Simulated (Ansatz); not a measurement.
**ZrB2: one candidate of a structure search, part 1 of 2**

The task: take a trial cell of ZrB2 to zero force and stress.

Computed with Ansatz 0.2.0 (DFT PBE, scalar-relativistic, plane waves, PAW, unless a step's input says otherwise).

### Step 1. Starting point

Symmetry: R-3m, No. 166, trigonal system. The conventional cell has a = 4.641 Å, b = 4.641 Å, c = 11.643 Å, α = 90.00°, β = 90.00°, γ = 120.00°. Around Zr (site symmetry 3m) lie 1 B at 1.61 Å. B (site symmetry -3m) has 2 Zr at 2.57 Å as nearest neighbours. B (site symmetry -3m) is surrounded by 2 B at 1.64 Å. B (site symmetry 3m) is surrounded by 1 Zr at 1.61 Å and 1 B at 1.64 Å.

Structure file:

```cif
data_structure
_symmetry_space_group_name_H-M 'R-3m:H'
_symmetry_Int_Tables_number 166
_cell_length_a 4.6414
_cell_length_b 4.6414
_cell_length_c 11.6431
_cell_angle_alpha 90.000
_cell_angle_beta 90.000
_cell_angle_gamma 120.000
_cell_volume 217.22
loop_
_atom_site_label
_atom_site_type_symbol
_atom_site_symmetry_multiplicity
_atom_site_Wyckoff_symbol
_atom_site_fract_x
_atom_site_fract_y
_atom_site_fract_z
_atom_site_occupancy
Zr1 Zr 6 c 0.33333 0.66667 0.94625 1
B1 B 3 b 0.66667 0.33333 0.83333 1
B2 B 3 a 0.00000 0.00000 0.00000 1
B3 B 6 c 0.33333 0.66667 0.80764 1
```

A structure generator made this guess: random cell by space group and Wyckoff sites (R-3m, No. 166). Its size is a rough estimate.

### Step 2. A first look at the guess

input.yaml

```yaml
crystal:
  lattice:
    - [2.32069526, 1.33985404, 3.88102296]
    - [-2.32069526, 1.33985404, 3.88102296]
    - [0.0, -2.67970807, 3.88102296]
  atoms:
    - { symbol: Zr, position: [0.2795883, 0.2795883, 0.2795883] }
    - { symbol: Zr, position: [0.7204117, 0.7204117, 0.7204117] }
    - { symbol: B, position: [0.5, 0.5, 0.5] }
    - { symbol: B, position: [0.0, 0.0, 0.0] }
    - { symbol: B, position: [0.14097313, 0.14097313, 0.14097313] }
    - { symbol: B, position: [0.85902687, 0.85902687, 0.85902687] }
basis:
  ecutwfc: 420
kpoints:
  mp_grid: { grid: [6, 6, 6] }
hamiltonian:
  xc: pbe
scf:
  occupations: { method: gaussian, width: 0.1 }
  lower_state_search: "off"
output:
  forces: true
  stress: true
  eigenvalues: true
```

On the command line:

```console
$ ansatz run input.yaml --threads 1 --pin off --max-ram 2560MiB --backend cpu --events-out ev --progress --plain --runs-dir out
```

Log, shortened:

```text
Warning: RAYON_NUM_THREADS=1 ignored (pool sized by the plan → 1); use --threads N
[...]
Pseudopotentials: kind: paw
Pseudopotential: Zr, paw, valence charge 12, recommended cutoff 420 eV (normal), Zr.paw.azcp
Pseudopotential: B, paw, valence charge 3, recommended cutoff 420 eV (normal), B.paw.azcp
Functional definition: PBE
[...]
Crystal: 6 atoms, lattice volume = 72.406 Å³
Basis set: ecut = 420 eV, 1417 PW (Γ), exchange–correlation on 64×64×64 points (8 copies of the dense FFT grid, shifted against one another)
Bands: 24, of which v1, the nominal top of the filled ones, is band 18 counted from 1 (17 counted from 0)
Symmetry: 12 space group operations
Space group: R-3m (ITA 166), of the structure as read, at distance tolerance 4.2e-5 Å
k-points: 32 of 216
[...]
SCF iter   1: F=—  HF=-8977.564804 eV  |F-HF|=—  |Δ(HF+E_count)|=         —  Δρ=1.37e-2  dr2=2.26e-1  ethr=1.77e-3  ⟨swp⟩=5.6  Hψ=3313  notcnv=0
[...]
SCF iter   6: F=-8977.520467 eV  HF=-8977.520467 eV  |F-HF|=4.40e-8  |Δ(HF+E_count)|=   2.44e-7  Δρ=9.92e-6  dr2=8.81e-8  ethr=2.78e-10  ⟨swp⟩=7.4  Hψ=3847  notcnv=0
[...]
SCF converged after 6 iterations
Free energy (F): -8977.520467 eV
[...]
E sigma→0 (E₀):  -8977.506622 eV
Entropy (-TS):   -0.027691 eV (-4.615 meV/atom)
Fermi energy:    12.439936 eV
[...]
--- Forces (eV/Å), atoms counted from 1 ---
  atom   1  Zr     0.00000000     0.00000001    15.85780091
  atom   2  Zr     0.00000000    -0.00000001   -15.85780091
  atom   3  B      0.00000000     0.00000000    -0.00000000
  atom   4  B      0.00000000     0.00000000    -0.00000000
  atom   5  B     -0.00000000    -0.00000001   -19.53659581
  atom   6  B      0.00000000     0.00000001    19.53659581
[...]
--- Stress (GPa, compression-positive) ---
      -13.834042       0.000000       0.000000
        0.000000     -13.834042       0.000000
        0.000000       0.000000     127.424229
  P = ⅓ Tr σ = 33.2520 GPa (332.520 kbar)
--- Band table (eV; the first three rows and the last of 32) ---
  k-point 0: bands = ["-35.7780", "-35.5958", "-14.8324", "-14.5639", "-14.0072", "-14.0072", "-13.4465", "-13.4465", "1.8289", "6.1482", "7.1704", "7.8400", "7.8400", "8.7989", "8.7989", "10.5616", "11.6940", "13.4417", "13.4417", "14.8131", "14.8131", "15.0712", "16.9916", "16.9916"]
[...]
```

Run time: 1.1 s. Hardware: 1 thread of AMD EPYC 9R45 (Zen 5), shared host; peak memory 0.42 GiB.

From the probe: pressure 33.3 GPa, largest force 19.54 eV/Å, gap on this mesh none (metal). A cheap, loose relaxation comes first.

### Step 3. A loose first relaxation

Edit input.yaml of step 2 so:

```diff
@@ -25 +25,6 @@
   eigenvalues: true
+relax:
+  adjacent_minimum: "off"
+  f_tol: 0.04
+  max_steps: 70
+  cell: { stress_tol: 0.4 }
```

On the command line:

```console
$ ansatz run input.yaml --threads 1 --pin off --max-ram 2560MiB --backend cpu --events-out ev --progress --plain --runs-dir out
```

Log:

```text
Warning: RAYON_NUM_THREADS=1 ignored (pool sized by the plan → 1); use --threads N
Engine: ansatz 0.2.0, x86_64-unknown-linux-gnu
[... 4 set-up lines as earlier in the session ...]
  parameter kappa = 0.804
  parameter beta = 0.06672455060314922
  exchange = pbe_x(kappa = kappa, mu = beta*pi^2/3)
  correlation = pbe_c(beta = beta)
Crystal: 6 atoms, lattice volume = 72.406 Å³
Basis set: ecut = 420 eV, 1417 PW (Γ), exchange–correlation on 64×64×64 points (8 copies of the dense FFT grid, shifted against one another)
Bands: 24, of which v1, the nominal top of the filled ones, is band 18 counted from 1 (17 counted from 0)
[... 2 set-up lines as earlier in the session ...]
k-points: 32 of 216
Non-local potential: Zr, projectors of the file, l = 0: 3, l = 1: 2, l = 2: 2, l = 3: 2
Non-local potential: B, projectors of the file, l = 0: 2, l = 1: 2, l = 2: 1
PAW form: soft (Blöchl's): semilocal exchange-correlation on the pseudo side does not see the compensation charge
PAW one-centre angular grid: Zr, 590 points (default); XC on 64 Gauss nodes
PAW one-centre angular grid: B, 110 points (default); XC on 64 Gauss nodes
Initial density: superposition of atomic densities (neutral atoms: chi_scale 0, normalization atom), corrected by the library's trained network
Initial wavefunctions: pseudopotential atomic-orbital guess
Functional: x = pbe(κ = 0.804, μ = 0.2195149727645171), c = pbe(β = 0.06672455060314922)
SCF iter   1: F=—  HF=-8977.564804 eV  |F-HF|=—  |Δ(HF+E_count)|=         —  Δρ=1.37e-2  dr2=2.26e-1  ethr=1.77e-3  ⟨swp⟩=5.6  Hψ=3313  notcnv=0
preconditioner: auto → Kerker (q_TF=auto, 2.428 Å⁻¹)  [metal: Δε(μ)=0.049 eV  Ē_g=5.861 eV  σ=0.100 eV  W_gap=0.27  n_scr=14 (ndim 8)  ℏωp=19.5 eV  f_vac=0.000  D(μ)=5.33/eV (n_scr^D=58)]
SCF iter   2: F=—  HF=-8977.531996 eV  |F-HF|=—  |Δ(HF+E_count)|=   3.28e-2  Δρ=7.72e-3  dr2=6.95e-2  ethr=6.27e-4  ⟨swp⟩=1.0  Hψ=1024  notcnv=0
SCF iter   3: F=—  HF=-8977.520632 eV  |F-HF|=—  |Δ(HF+E_count)|=   1.14e-2  Δρ=1.25e-3  dr2=1.13e-3  ethr=1.93e-4  ⟨swp⟩=2.0  Hψ=988  notcnv=0
SCF iter   4: F=—  HF=-8977.520472 eV  |F-HF|=—  |Δ(HF+E_count)|=   1.60e-4  Δρ=2.30e-4  dr2=3.36e-5  ethr=3.14e-6  ⟨swp⟩=2.1  Hψ=1066  notcnv=0
SCF iter   5: F=—  HF=-8977.520468 eV  |F-HF|=—  |Δ(HF+E_count)|=   3.97e-6  Δρ=5.64e-5  dr2=2.84e-6  ethr=9.32e-8  ⟨swp⟩=2.5  Hψ=1224  notcnv=0  defer=14
SCF iter   6: F=-8977.520467 eV  HF=-8977.520467 eV  |F-HF|=4.40e-8  |Δ(HF+E_count)|=   2.44e-7  Δρ=9.92e-6  dr2=8.82e-8  ethr=2.78e-10  ⟨swp⟩=7.4  Hψ=3846  notcnv=0
SCF 1 converged in 6 iterations: F = -8977.520467 eV  dr2 = 8.82e-8
relax step   1: F+E_penalty+E_count = -8977.52046745 eV  Δ(F+E_penalty+E_count) = +0.000e0 eV  max|allowed force component| = 1.954e1 eV/Å  Δτ_max = 0.0000 Å  P = +33.252 GPa  Ω = 72.406 Å³  (6 SCF iters, dr2 threshold 1.00e-7 eV, accepted)
Crystal: 6 atoms, lattice volume = 71.758 Å³
Basis set: ecut = 420 eV, 1393 PW (Γ), exchange–correlation on 64×64×64 points (8 copies of the dense FFT grid, shifted against one another)
Initial density: handed on by an earlier stage of this run
Initial wavefunctions: those handed on with the density
SCF iter   1: F=—  HF=-8984.157436 eV  |F-HF|=—  |Δ(HF+E_count)|=         —  Δρ=3.41e-2  dr2=1.29e0  ethr=3.10e-3  ⟨swp⟩=7.2  Hψ=3953  notcnv=0
preconditioner: auto → Kerker (q_TF=auto, 2.432 Å⁻¹)  [metal: Δε(μ)=0.027 eV  Ē_g=6.236 eV  σ=0.100 eV  W_gap=0.15  n_scr=14 (ndim 8)  ℏωp=19.6 eV  f_vac=0.000  D(μ)=5.09/eV (n_scr^D=58)]
SCF iter   2: F=—  HF=-8983.877870 eV  |F-HF|=—  |Δ(HF+E_count)|=   2.80e-1  Δρ=1.53e-2  dr2=2.03e-1  ethr=3.10e-3  ⟨swp⟩=2.0  Hψ=1205  notcnv=0  defer=30
SCF iter   3: F=—  HF=-8983.825433 eV  |F-HF|=—  |Δ(HF+E_count)|=   5.24e-2  Δρ=3.90e-3  dr2=8.90e-3  ethr=5.65e-4  ⟨swp⟩=2.0  Hψ=1119  notcnv=0  defer=30
SCF iter   4: F=—  HF=-8983.823763 eV  |F-HF|=—  |Δ(HF+E_count)|=   1.67e-3  Δρ=8.65e-4  dr2=4.54e-4  ethr=2.47e-5  ⟨swp⟩=2.3  Hψ=1054  notcnv=0  defer=30
SCF iter   5: F=—  HF=-8983.823745 eV  |F-HF|=—  |Δ(HF+E_count)|=   1.83e-5  Δρ=1.64e-4  dr2=1.32e-5  ethr=1.26e-6  ⟨swp⟩=2.6  Hψ=1281  notcnv=0  defer=30
SCF iter   6: F=-8983.823745 eV  HF=-8983.823745 eV  |F-HF|=1.42e-7  |Δ(HF+E_count)|=   3.43e-7  Δρ=2.17e-5  dr2=3.56e-7  ethr=1.67e-9  ⟨swp⟩=7.9  Hψ=4225  notcnv=0
SCF 2 converged in 6 iterations: F = -8983.823745 eV  dr2 = 3.56e-7
relax step   2: F+E_penalty+E_count = -8983.82374521 eV  Δ(F+E_penalty+E_count) = -6.303e0 eV  max|allowed force component| = 9.488e0 eV/Å  Δτ_max = 0.1376 Å  P = +21.824 GPa  Ω = 71.758 Å³  energy of the carried Pulay correction = +5.990e-4 eV  (6 SCF iters, dr2 threshold 6.00e-7 eV, accepted)
Crystal: 6 atoms, lattice volume = 73.034 Å³
Basis set: ecut = 420 eV, 1413 PW (Γ), exchange–correlation on 64×64×64 points (8 copies of the dense FFT grid, shifted against one another)
iter 1 solved again at ethr=1.50e-3 eV; its pass at ethr=3.10e-3 eV (dr2=5.40e-1 eV) is discarded
SCF iter   1: F=—  HF=-8986.732661 eV  |F-HF|=—  |Δ(HF+E_count)|=         —  Δρ=2.37e-2  dr2=5.40e-1  ethr=1.50e-3  ⟨swp⟩=1.0  Hψ=5084  notcnv=0
preconditioner: auto → Kerker (q_TF=auto, 2.425 Å⁻¹)  [metal: Δε(μ)=0.012 eV  Ē_g=6.178 eV  σ=0.100 eV  W_gap=0.07  n_scr=14 (ndim 8)  ℏωp=19.4 eV  f_vac=0.000  D(μ)=5.72/eV (n_scr^D=58)]
SCF iter   2: F=—  HF=-8986.622289 eV  |F-HF|=—  |Δ(HF+E_count)|=   1.10e-1  Δρ=1.10e-2  dr2=9.43e-2  ethr=1.50e-3  ⟨swp⟩=2.0  Hψ=1105  notcnv=0
SCF iter   3: F=—  HF=-8986.600247 eV  |F-HF|=—  |Δ(HF+E_count)|=   2.20e-2  Δρ=2.61e-3  dr2=3.90e-3  ethr=2.62e-4  ⟨swp⟩=2.0  Hψ=996  notcnv=0
SCF iter   4: F=—  HF=-8986.599661 eV  |F-HF|=—  |Δ(HF+E_count)|=   5.86e-4  Δρ=6.21e-4  dr2=2.39e-4  ethr=1.08e-5  ⟨swp⟩=2.2  Hψ=1147  notcnv=0
SCF iter   5: F=—  HF=-8986.599663 eV  |F-HF|=—  |Δ(HF+E_count)|=   1.94e-6  Δρ=1.54e-4  dr2=1.31e-5  ethr=6.63e-7  ⟨swp⟩=2.6  Hψ=1148  notcnv=0
SCF iter   6: F=—  HF=-8986.599663 eV  |F-HF|=—  |Δ(HF+E_count)|=   2.81e-7  Δρ=3.15e-5  dr2=8.33e-7  ethr=3.64e-8  ⟨swp⟩=2.2  Hψ=1022  notcnv=0
SCF iter   7: F=-8986.599663 eV  HF=-8986.599663 eV  |F-HF|=7.94e-9  |Δ(HF+E_count)|=   6.17e-8  Δρ=5.59e-6  dr2=2.22e-8  ethr=1.67e-9  ⟨swp⟩=6.2  Hψ=3102  notcnv=0
SCF 3 converged in 7 iterations: F = -8986.599663 eV  dr2 = 2.22e-8
relax step   3: F+E_penalty+E_count = -8986.59966296 eV  Δ(F+E_penalty+E_count) = -2.776e0 eV  max|allowed force component| = 2.812e0 eV/Å  Δτ_max = 0.1086 Å  P = +10.491 GPa  Ω = 73.034 Å³  energy of the carried Pulay correction = -5.759e-4 eV  (7 SCF iters, dr2 threshold 6.00e-7 eV, accepted)
[... from here on, the SCF cycles and remarks between the steps are left out ...]
relax step   4: F+E_penalty+E_count = -8987.80721814 eV  Δ(F+E_penalty+E_count) = -1.208e0 eV  max|allowed force component| = 1.977e0 eV/Å  Δτ_max = 0.0689 Å  P = +8.142 GPa  Ω = 71.304 Å³  energy of the carried Pulay correction = +1.022e-3 eV  (6 SCF iters, dr2 threshold 6.00e-7 eV, accepted)
relax step   5: F+E_penalty+E_count = -8988.83957083 eV  Δ(F+E_penalty+E_count) = -1.032e0 eV  max|allowed force component| = 7.005e-1 eV/Å  Δτ_max = 0.0946 Å  P = +5.572 GPa  Ω = 71.703 Å³  energy of the carried Pulay correction = +6.502e-4 eV  (6 SCF iters, dr2 threshold 6.00e-7 eV, accepted)
relax step   6: F+E_penalty+E_count = -8989.74412501 eV  Δ(F+E_penalty+E_count) = -9.046e-1 eV  max|allowed force component| = 8.766e-1 eV/Å  Δτ_max = 0.1107 Å  P = +9.483 GPa  Ω = 69.671 Å³  energy of the carried Pulay correction = +2.567e-3 eV  (6 SCF iters, dr2 threshold 6.00e-7 eV, accepted)
relax step   7: F+E_penalty+E_count = -8990.17481207 eV  Δ(F+E_penalty+E_count) = -4.307e-1 eV  max|allowed force component| = 9.059e-1 eV/Å  Δτ_max = 0.0623 Å  P = +7.309 GPa  Ω = 70.576 Å³  energy of the carried Pulay correction = +1.707e-3 eV  (6 SCF iters, dr2 threshold 6.00e-7 eV, accepted)
relax step   8: F+E_penalty+E_count = -8990.39290014 eV  Δ(F+E_penalty+E_count) = -2.181e-1 eV  max|allowed force component| = 2.333e-1 eV/Å  Δτ_max = 0.0290 Å  P = +1.530 GPa  Ω = 72.213 Å³  energy of the carried Pulay correction = +1.775e-4 eV  (6 SCF iters, dr2 threshold 6.00e-7 eV, accepted)
relax step   9: F+E_penalty+E_count = -8990.40264311 eV  Δ(F+E_penalty+E_count) = -9.743e-3 eV  max|allowed force component| = 1.714e-2 eV/Å  Δτ_max = 0.0046 Å  P = -0.100 GPa  Ω = 72.580 Å³  energy of the carried Pulay correction = -1.607e-4 eV  (6 SCF iters, dr2 threshold 6.00e-7 eV, accepted)
relax step  10: F+E_penalty+E_count = -8990.59088049 eV  Δ(F+E_penalty+E_count) = -1.882e-1 eV  max|allowed force component| = 4.536e-2 eV/Å  Δτ_max = 0.0000 Å  P = +1.803 GPa  Ω = 72.580 Å³  stress off target by 5.52e0 GPa  SCF on the basis re-selected at this cell (its energy is not comparable with the rows above)  (6 SCF iters)
relax step  11: F+E_penalty+E_count = -8990.61449011 eV  Δ(F+E_penalty+E_count) = -2.361e-2 eV  max|allowed force component| = 4.961e-2 eV/Å  Δτ_max = 0.0175 Å  P = +0.008 GPa  Ω = 73.571 Å³  energy of the carried Pulay correction = -9.781e-4 eV  (5 SCF iters, dr2 threshold 6.00e-7 eV, accepted)
relax step  12: F+E_penalty+E_count = -8990.61452925 eV  Δ(F+E_penalty+E_count) = -3.914e-5 eV  max|allowed force component| = 7.061e-2 eV/Å  Δτ_max = 0.0035 Å  P = -0.135 GPa  Ω = 73.541 Å³  energy of the carried Pulay correction = -9.638e-4 eV  (5 SCF iters, dr2 threshold 5.11e-7 eV, accepted)
relax step  13: F+E_penalty+E_count = -8990.61497148 eV  Δ(F+E_penalty+E_count) = -4.422e-4 eV  max|allowed force component| = 8.118e-3 eV/Å  Δτ_max = 0.0019 Å  P = +0.019 GPa  Ω = 73.509 Å³  energy of the carried Pulay correction = -9.277e-4 eV  (5 SCF iters, dr2 threshold 3.12e-7 eV, accepted)
iter 1 solved again at ethr=5.39e-8 eV; its pass at ethr=3.10e-3 eV (dr2=1.94e-5 eV) is discarded
SCF iter   1: F=—  HF=-8990.616081 eV  |F-HF|=—  |Δ(HF+E_count)|=         —  Δρ=6.20e-5  dr2=3.10e-7  ethr=5.39e-8  ⟨swp⟩=3.5  Hψ=5336  notcnv=0
preconditioner: auto → Kerker (q_TF=auto, 2.422 Å⁻¹)  [metal: Δε(μ)=0.037 eV  Ē_g=6.572 eV  σ=0.100 eV  W_gap=0.20  n_scr=22 (ndim 8)  ℏωp=19.4 eV  f_vac=0.000  D(μ)=3.49/eV (n_scr^D=28)]
SCF iter   2: F=—  HF=-8990.616082 eV  |F-HF|=—  |Δ(HF+E_count)|=   8.54e-7  Δρ=3.33e-5  dr2=9.49e-8  ethr=8.62e-10  ⟨swp⟩=2.0  Hψ=1039  notcnv=0
SCF iter   3: F=-8990.616082 eV  HF=-8990.616082 eV  |F-HF|=6.71e-10  |Δ(HF+E_count)|=   5.90e-7  Δρ=1.53e-6  dr2=2.35e-9  ethr=1.07e-11  ⟨swp⟩=4.1  Hψ=3604  notcnv=0
SCF 14 converged in 3 iterations: F = -8990.616082 eV  dr2 = 2.35e-9
relax step  14: F+E_penalty+E_count = -8990.61608214 eV  Δ(F+E_penalty+E_count) = -1.111e-3 eV  max|allowed force component| = 8.564e-3 eV/Å  Δτ_max = 0.0000 Å  P = +0.022 GPa  Ω = 73.509 Å³  stress off target by 8.16e-2 GPa  SCF on the basis re-selected at this cell (its energy is not comparable with the rows above)  (3 SCF iters)
basis re-selected at this cell: Δ(F+E_penalty+E_count) = -1.111e-3 eV, ΔP = +0.004 GPa vs the last step (what re-selecting the basis moved, of the pressure what is left beyond the Pulay correction that the steps carried, after the strain that the cell walked since its last selection, with what the two solves' SCF thresholds leave and, on support functions, any second-order correction that the steps lacked; it is no measure of the basis error at this ecutwfc). This SCF's stress stands 8.16e-2 GPa from its target on what of the cell is left free (relax.cell.stress_tol is 4.00e-1 GPa) and its largest allowed force component is 8.56e-3 eV/Å (relax.f_tol is 4.00e-2 eV/Å): within both
SCF converged after 3 iterations
Free energy (F): -8990.616082 eV
Harris-Foulkes:  -8990.616082 eV  (|F-HF|=6.71e-10)
Internal energy: -8990.598625 eV  (E = F + TS)
E sigma→0 (E₀):  -8990.607353 eV
Entropy (-TS):   -0.017458 eV (-2.910 meV/atom)
Fermi energy:    12.814232 eV
--- Per-component energies (eV) ---
  E_band       = -150.669886
  E_kinetic    = 856.650521
  E_local      = -1416.102686  (includes V_loc(G=0)·N_el)
  E_nonlocal   = 207.402757
  E_hartree    = 453.329991
  E_xc         = -451.731980
  E_vxc        = -534.415505  (∫ρ·V_xc dr)
  E_paw        = -6222.027846  (= ΣΔE_a)
  E_vpaw       = -170.864818  (= ΣTr[D̂ρ^β])
  E_aug_tail   = 0.000036  (compensation charges beyond the density's cutoff)
  E_ewald      = -2418.119418
  E_smearing   = -0.017458  (= −TS)
  E_closure    = 0.000000  (closes the sum)
  Σ components = -8990.616082   (vs F -8990.616082, Δ=0.00e0)
--- Forces (eV/Å), atoms counted from 1 ---
  atom   1  Zr     0.00000000     0.00000000     0.00388844
  atom   2  Zr    -0.00000000    -0.00000000    -0.00388844
  atom   3  B      0.00000000     0.00000000     0.00000000
  atom   4  B     -0.00000000     0.00000000     0.00000000
  atom   5  B      0.00000000     0.00000000     0.00856441
  atom   6  B     -0.00000000    -0.00000000    -0.00856441
  max |Σ_I F_I| component: 4.63e-18 eV/Å
--- Stress (GPa, compression-positive) ---
       -0.007499       0.000000       0.000000
        0.000000      -0.007499       0.000000
        0.000000       0.000000       0.081635
  P = ⅓ Tr σ = 0.0222 GPa (0.222 kbar)
--- Band table (eV; the first three rows and the last of 32) ---
  k-point 0: bands = ["-35.9926", "-35.9393", "-14.2985", "-14.1412", "-14.1412", "-14.0404", "-14.0404", "-13.8800", "1.4280", "4.2265", "5.8372", "7.9626", "7.9626", "9.6416", "9.6416", "10.8355", "12.1216", "13.3636", "13.6189", "13.6189", "13.8704", "13.8704", "14.1090", "15.4831"]
  k-point 1: bands = ["-35.9874", "-35.9410", "-14.2737", "-14.1755", "-14.1482", "-14.0777", "-14.0528", "-13.8996", "1.7883", "4.4434", "5.5233", "8.0024", "8.2605", "9.3294", "9.7565", "10.3839", "11.4768", "13.0441", "13.2366", "13.5968", "14.6004", "14.9456", "14.9862", "15.2528"]
  k-point 2: bands = ["-35.9744", "-35.9468", "-14.2501", "-14.2299", "-14.1615", "-14.1193", "-14.0780", "-13.9580", "2.6329", "4.8202", "5.2135", "7.4591", "8.9448", "9.2038", "9.6412", "9.9743", "10.7127", "13.0076", "13.5304", "13.8888", "14.2602", "14.3811", "15.5243", "16.0010"]
  k-point 31: bands = ["-35.9786", "-35.9535", "-14.1719", "-14.1182", "-14.1182", "-14.0642", "-14.0642", "-14.0165", "2.5056", "2.5069", "7.6546", "8.6197", "8.7494", "8.7494", "8.9442", "8.9442", "11.7460", "12.4687", "12.4687", "12.9889", "13.8657", "13.8657", "16.8862", "16.8862"]
--- Relaxed structure (12 steps of the walk, 12 accepted, 2 SCFs on fresh bases) ---
  F+E_penalty+E_count = -8990.61608214 eV   max|allowed force component| = 8.564e-3 eV/Å   (the final SCF, on the basis selected at the relaxed cell)
  cell:  # Å, volume = 73.5087 Å³
    - [1.9892750268440065, 1.1485084745434126, 5.362390514030015]
    - [-1.9892750268440065, 1.1485084745434126, 5.362390514030015]
    - [5.8352799934975065e-34, -2.2970169421783497, 5.362390515509662]
  atoms:
    - { symbol: Zr, position: [0.24521582686005036, 0.24521582686005036, 0.24521582686005042] }
    - { symbol: Zr, position: [0.7547841731399496, 0.7547841731399496, 0.7547841731399497] }
    - { symbol: B, position: [0.49999999999999994, 0.49999999999999994, 0.5] }
    - { symbol: B, position: [-2.514239062776423e-19, -2.514239062776423e-19, -2.514239080404837e-19] }
    - { symbol: B, position: [0.10063347653628651, 0.10063347653628651, 0.10063347653628654] }
    - { symbol: B, position: [0.8993665234637134, 0.8993665234637134, 0.8993665234637136] }
```

It took 16 s on 1 thread of AMD EPYC 9R45 (Zen 5), shared host; peak memory 0.47 GiB.

Relaxation path:

| step | E - E(step 1) (eV/cell) | largest force component (eV/Å) | pressure (GPa) | volume (Å³) |
| --- | --- | --- | --- | --- |
| 1 | 0.0000 | 19.5366 | 33.25 | 72.41 |
| 2 | -6.3033 | 9.4879 | 21.82 | 71.76 |
| 3 | -9.0792 | 2.8122 | 10.49 | 73.03 |
| 4 | -10.2868 | 1.9774 | 8.14 | 71.30 |
| 5 | -11.3191 | 0.7005 | 5.57 | 71.70 |
| 6 | -12.2237 | 0.8766 | 9.48 | 69.67 |
| 7 | -12.6543 | 0.9059 | 7.31 | 70.58 |
| 8 | -12.8724 | 0.2333 | 1.53 | 72.21 |
| 9 | -12.8822 | 0.0171 | -0.10 | 72.58 |
| 10 | -13.0704 | 0.0454 | 1.80 | 72.58 |
| 11 | -13.0940 | 0.0496 | 0.01 | 73.57 |
| 12 | -13.0941 | 0.0706 | -0.14 | 73.54 |
| 13 | -13.0945 | 0.0081 | 0.02 | 73.51 |
| 14 | -13.0956 | 0.0086 | 0.02 | 73.51 |

Step 1 is the start. Steps 10, 14 each repeat the geometry before them on a plane-wave basis chosen anew, so the energy can jump there without any move.

Lengths and angles in the start's conventional setting:

|  | before | after | change |
| --- | --- | --- | --- |
| a (Å) | 4.641 | 3.979 | -14.3 % |
| b (Å) | 4.641 | 3.979 | -14.3 % |
| c (Å) | 11.643 | 16.087 | +38.2 % |
| volume (Å³/atom) | 12.07 | 12.25 | +1.5 % |
| shortest distance (Å) | 1.614 | 1.619 | +0.3 % |
| space group (0.01 Å) | R-3m | R-3m | same |

Forces and stress were held to the start's 12 operations: a distortion of lower symmetry was not tested.

(Continued in part 2 of 2.)
